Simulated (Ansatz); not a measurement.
# Zone-centre modes in InSb

These are results of Ansatz 0.2.0, DFT PBE, scalar-relativistic, plane waves, PAW, not measurements. The runs took a 420 eV cutoff, a Γ-centred 16×16×16 mesh and Gaussian smearing (0.15 eV). No spin polarisation.

Zero of the scan (relaxed at this level):

```yaml
crystal:
  lattice:
    - [0.00000, 3.31742, 3.31742]
    - [3.31742, 0.00000, 3.31742]
    - [3.31742, 3.31742, 0.00000]
  atoms:
    - { symbol: In, position: [0.00000, 0.00000, 0.00000] }
    - { symbol: Sb, position: [0.75000, 0.75000, 0.75000] }
```

Harmonic modes by finite displacements of 0.02 Å, without the LO–TO term.

Task: At this geometry, is the structure stable against these modes?

Result: Yes: no mode is imaginary beyond 10 cm⁻¹, and only the three translations lie near zero.

Task: List the wavenumbers in cm⁻¹.

Result: 0, 0, 0, 165, 165, 165.

Cost: 1 run of about 2.4 core-minutes, on Arm Neoverse V2 (shared hosts).